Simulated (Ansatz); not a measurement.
# CaSe: band gap under strain

How does strain move the band edges of CaSe (rocksalt), and do the functionals agree on it? States: -4.8 % strain along z alone; -1.6 % strain along [111] alone; +6.0 % equal strain in all directions.

Code: Ansatz 0.2.0. PAW datasets, plane waves. Computed at 0 K without zero-point motion; spin polarisation is off.

### Step 1. The structure to begin with

The unstrained cell was relaxed with r2SCAN; in each strained cell the atoms were relaxed again with r2SCAN. Names of k-points are those of the unstrained zone, where strain can split equivalent points. First state: -4.8 % strain along z alone.

The symmetry is I4/mmm (No. 139, tetragonal); conventional cell a = 4.197 Å, c = 5.652 Å, 24.89 Å³ an atom. Around Ca lie 6 Se at 2.83–2.97 Å; around Se lie 6 Ca at 2.83–2.97 Å.

Structure file:

```xyz
2
Lattice="0.0000 2.9675 2.8260 2.9675 0.0000 2.8260 2.9675 2.9675 0.0000" Properties=species:S:1:pos:R:3 pbc="T T T"
Ca    0.0000    0.0000    0.0000
Se    2.9675    2.9675    2.8260
```

### Step 2. -4.8 % strain along z alone: PBE

The input, input.yaml:

```yaml
crystal:
  lattice:
    - [0.0, 2.9675351259, 2.8259837003]
    - [2.9675351259, 0.0, 2.8259837003]
    - [2.9675351259, 2.9675351259, 0.0]
  atoms:
    - { symbol: Ca, position: [0.0, 0.0, 0.0] }
    - { symbol: Se, position: [0.5, 0.5, 0.5] }
kpoints:
  mp_grid: { grid: [8, 8, 8] }
  band_path:
    path:
      - [0.0, 0.0, 0.0]
      - [0.5, 0.0, 0.5]
      - [0.625, 0.25, 0.625]
      - [0.375, 0.375, 0.75]
      - [0.5, 0.5, 0.5]
      - [0.5, 0.25, 0.75]
    npoints: 1
hamiltonian:
  xc: pbe
scf:
  occupations: { method: fermi_dirac, width: 0.02 }
  n_extra_bands: 4
output:
  forces: true
  stress: true
  eigenvalues: true
```

The runs that follow: -4.8 % strain along z alone: r2SCAN; -4.8 % strain along z alone: HSE06; -1.6 % strain along [111] alone: PBE; -1.6 % strain along [111] alone: r2SCAN; -1.6 % strain along [111] alone: HSE06; +6.0 % equal strain in all directions: PBE; +6.0 % equal strain in all directions: r2SCAN; +6.0 % equal strain in all directions: HSE06.

Q: Predict the outcome of this session.

**Answer**, as computed:

Least gap in eV (negative: overlap):

| state | PBE | r2SCAN | HSE06 |
| --- | --- | --- | --- |
| -4.8 % strain along z alone | 1.89 | 2.34 | 2.83 |
| -1.6 % strain along [111] alone | 1.96 | 2.42 | 2.89 |
| +6.0 % equal strain in all directions | 2.36 | 2.82 | 3.32 |

**Reading.** Where both were run, the HSE06 gap lies +0.93 to +0.97 eV from PBE's, each on its own k points. In PBE the gap is least under -4.8 % strain along z alone (1.89 eV) and largest under +6.0 % equal strain in all directions (2.36 eV).
